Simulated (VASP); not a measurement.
A run of VASP 6.6.1 is set up as follows.

The input INCAR:

```
PREC = Accurate
ENCUT = 520
EDIFF = 1E-6
ISMEAR = 0
SIGMA = 0.03
LREAL = F
LASPH = T
NELM = 80
ALGO = Normal
ISIF = 2
LWAVE = F
LCHARG = F
LMAXMIX = 4
LDIPOL = T
IDIPOL = 3
DIPOL = 0.5 0.5 0.500
GGA = PE
IVDW = 12
NBANDS = 35
LVHAR = T
LVACPOTAV = T
KPAR = 4
```

File KPOINTS:

```
Automatic mesh
0
Gamma
  12 12 1
```

POSCAR

```
MoS2                                    
1.0
    3.1511592275      0.0000000000      0.0000000000
   -1.5755796138      2.7289839378      0.0000000000
    0.0000000000      0.0000000000     27.2922960000
  S               Mo            
     4     2
Direct
     0.3333333300000021    0.6666666699999979    0.3316016050241459
     0.3333333300000021    0.6666666699999979    0.4463726783344559
     0.6666666699999979    0.3333333300000021    0.5536273216655441
     0.6666666699999979    0.3333333300000021    0.6683983949758541
     0.6666666699999979    0.3333333300000021    0.3890116340685439
     0.3333333300000021    0.6666666699999979    0.6109883659314560
```

The input KPOINTS_OPT:

```
explicit points
67
Reciprocal
 0.0000000000  0.0000000000  0.0000000000 1
 0.0357142900  0.0000000000  0.0000000000 1
 0.0714285700  0.0000000000  0.0000000000 1
 0.1071428600  0.0000000000  0.0000000000 1
 0.1428571400  0.0000000000  0.0000000000 1
 0.1785714300  0.0000000000  0.0000000000 1
 0.2142857100  0.0000000000  0.0000000000 1
 0.2500000000  0.0000000000  0.0000000000 1
 0.2857142900  0.0000000000  0.0000000000 1
 0.3214285700  0.0000000000  0.0000000000 1
 0.3571428600  0.0000000000  0.0000000000 1
 0.3928571400  0.0000000000  0.0000000000 1
 0.4285714300  0.0000000000  0.0000000000 1
 0.4642857100  0.0000000000  0.0000000000 1
 0.5000000000  0.0000000000  0.0000000000 1
 0.4791666700  0.0416666700  0.0000000000 1
 0.4583333300  0.0833333300  0.0000000000 1
 0.4375000000  0.1250000000  0.0000000000 1
 0.4166666700  0.1666666700  0.0000000000 1
 0.3958333300  0.2083333300  0.0000000000 1
 0.3750000000  0.2500000000  0.0000000000 1
 0.3541666700  0.2916666700  0.0000000000 1
 0.3333333300  0.3333333300  0.0000000000 1
 0.3137254900  0.3137254900  0.0000000000 1
 0.2941176500  0.2941176500  0.0000000000 1
 0.2745098000  0.2745098000  0.0000000000 1
 0.2549019600  0.2549019600  0.0000000000 1
 0.2352941200  0.2352941200  0.0000000000 1
 0.2156862700  0.2156862700  0.0000000000 1
 0.1960784300  0.1960784300  0.0000000000 1
 0.1764705900  0.1764705900  0.0000000000 1
 0.1568627500  0.1568627500  0.0000000000 1
 0.1372549000  0.1372549000  0.0000000000 1
 0.1176470600  0.1176470600  0.0000000000 1
 0.0980392200  0.0980392200  0.0000000000 1
 0.0784313700  0.0784313700  0.0000000000 1
 0.0588235300  0.0588235300  0.0000000000 1
 0.0392156900  0.0392156900  0.0000000000 1
 0.0196078400  0.0196078400  0.0000000000 1
 0.0000000000  0.0000000000  0.0000000000 1
 0.0000000000  0.0000000000  0.0000000000 1
 0.0060523400 -0.0030261700  0.0000000000 1
-0.0060523400  0.0030261700  0.0000000000 1
 0.0176526700 -0.0088263400  0.0000000000 1
-0.0176526700  0.0088263400  0.0000000000 1
 0.0000000000  0.0052414800  0.0000000000 1
-0.0000000000 -0.0052414800  0.0000000000 1
 0.0000000000  0.0152876600  0.0000000000 1
-0.0000000000 -0.0152876600  0.0000000000 1
 0.5000000000  0.0000000000  0.0000000000 1
 0.5060523400 -0.0030261700  0.0000000000 1
 0.4939476600  0.0030261700  0.0000000000 1
 0.5176526700 -0.0088263400  0.0000000000 1
 0.4823473300  0.0088263400  0.0000000000 1
 0.5000000000  0.0052414800  0.0000000000 1
 0.5000000000 -0.0052414800  0.0000000000 1
 0.5000000000  0.0152876600  0.0000000000 1
 0.5000000000 -0.0152876600  0.0000000000 1
 0.3333333300  0.3333333300  0.0000000000 1
 0.3393856700  0.3303071600  0.0000000000 1
 0.3272809900  0.3363595000  0.0000000000 1
 0.3509860000  0.3245069900  0.0000000000 1
 0.3156806600  0.3421596700  0.0000000000 1
 0.3333333300  0.3385748100  0.0000000000 1
 0.3333333300  0.3280918500  0.0000000000 1
 0.3333333300  0.3486209900  0.0000000000 1
 0.3333333300  0.3180456700  0.0000000000 1
```

Potentials or basis: VASP PAW PBE potentials, release 64 (S, Mo_sv).

Command:

```bash
$ cat potpaw_PBE.64/S/POTCAR potpaw_PBE.64/Mo_sv/POTCAR > POTCAR
$ mpirun -np 4 vasp_std > vasp.out
```

Question: Estimate the dispersion energy per atom.

Answer: -0.376 eV.

Question: Predict the ionisation potential of the upper face.

Answer: 5.41 eV.

Forces on the atoms (eV/Å):
```
S    0.000  0.000 -0.005
S    0.000  0.000  0.001
S    0.000  0.000 -0.001
S    0.000  0.000  0.005
Mo   0.000  0.000  0.003
Mo   0.000  0.000 -0.003
```
